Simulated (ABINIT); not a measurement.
InP:

```xyz
2
Lattice="0.0000 2.9305 2.9305 2.9305 0.0000 2.9305 2.9305 2.9305 0.0000" Properties=species:S:1:pos:R:3 pbc="T T T"
In    0.0000    0.0000    0.0000
P     4.3957    4.3957    4.3957
```

| Item | Value |
| --- | --- |
| Program | ABINIT 10.8.3 (patched build) |
| Task | relaxation of cell and atoms |
| Functional | PBE |
| Potentials or basis | PseudoDojo NC FR PBE v0.4 standard |
| Cutoff | 952 eV |
| k mesh | 6 × 6 × 6 |
| Occupations | fermi-dirac, width 0.05 eV |
| Spin | spin-orbit coupling, no magnetisation |

At the start: pressure 3.4 GPa; volume 25.17 Å³/atom.

**Question.** How do energy, volume and symmetry change on relaxing?

**Answer.** Over 5 steps the energy falls by 13.1 meV/atom and the volume is 26.47 Å³/atom (+5.2 %); space group F-43m (No. 216, to 0.05 Å).

The path:
| step | energy change (eV) | largest force (eV/Å) | pressure (GPa) | volume (Å³) |
| --- | --- | --- | --- | --- |
| 1 | 0.0000 | 0.0000 | 3.39 | 50.33 |
| 2 | -0.0098 | 0.0000 | 2.63 | 50.86 |
| 3 | -0.0262 | 0.0000 | 0.17 | 52.79 |
| 4 | -0.0263 | 0.0000 | 0.01 | 52.93 |
| 5 | -0.0263 | 0.0000 | 0.00 | 52.94 |

Final structure:
```yaml
crystal:
  lattice:
    - [0.00000, 2.98021, 2.98021]
    - [2.98021, 0.00000, 2.98021]
    - [2.98021, 2.98021, 0.00000]
  atoms:
    - { symbol: In, position: [0.00000, 0.00000, 0.00000] }
    - { symbol: P, position: [0.75000, 0.75000, 0.75000] }
```
